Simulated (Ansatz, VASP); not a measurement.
## Two plane-wave programs on H

The input INCAR:

```
PREC = Accurate
ENCUT = 520
EDIFF = 1E-6
ISMEAR = 0
SIGMA = 0.05
LREAL = False
LASPH = True
NELM = 60
ALGO = Normal
ISIF = 2
LWAVE = False
LCHARG = False
NBANDS = 10
```

File KPOINTS:

```
regular mesh
0
Gamma
  8 8 4
```

Contents of POSCAR:

```
H
1.0
    1.6897451565     -2.7999804357      0.0000000000
    1.6897451565      2.7999804357      0.0000000000
    0.0000000000      0.0000000000      6.1559244045
H
4
Direct
    0.5678085000      0.4321915000      0.9995149500
    0.4321915000      0.5678085000      0.0004850500
    0.4321915000      0.5678085000      0.4995149500
    0.5678085000      0.4321915000      0.5004850500
```

Input for Ansatz:

```yaml
crystal:
  lattice:
    - [1.6897451565, -2.7999804357, 0.0]
    - [1.6897451565, 2.7999804357, 0.0]
    - [0.0, 0.0, 6.1559244045]
  atoms:
    - { symbol: H, position: [0.5678085, 0.4321915, 0.99951495] }
    - { symbol: H, position: [0.4321915, 0.5678085, 0.00048505] }
    - { symbol: H, position: [0.4321915, 0.5678085, 0.49951495] }
    - { symbol: H, position: [0.5678085, 0.4321915, 0.50048505] }
basis:
  ecutwfc: 420
kpoints:
  mp_grid: { grid: [8, 8, 4] }
hamiltonian:
  xc: lda
scf:
  occupations: { method: gaussian, width: 0.05 }
output:
  forces: true
  stress: true
  eigenvalues: true
```

Change from the starting cell: strain +0.025 along x and y, -0.025 along z, atoms carried along.

Alike in both runs: task single point; functional LDA; k mesh 8 × 8 × 4; occupations gaussian, width 0.05 eV; no spin polarisation.

```csv
,VASP,Ansatz
version,VASP 6.6.1,Ansatz 0.2.0
potentials or method,"VASP PAW LDA potentials, release 64 (H)","scalar-relativistic, plane waves, PAW"
plane-wave cutoff (eV),520,420
valence electrons in the cell,4,4
```

VASP gave:

```
gap on the k mesh at the Fermi level (eV)       : 7.55
least direct gap on the mesh (eV)               : 7.55
pressure (GPa)                                  : -0.2
largest component of the traceless stress (GPa) : 0.65
rms of the force components (eV/Å)              : 0.182
```

Problem. Estimate Ansatz's values.

Solution. gap on the k mesh at the Fermi level (eV): 7.56; least direct gap on the mesh (eV): 7.56; pressure (GPa): 0.0; largest component of the traceless stress (GPa): 0.63; rms of the force components (eV/Å): 0.175.

Atom by atom the forces differ by 0.008 eV/Å (rms over components).

A k mesh can miss the band edges.
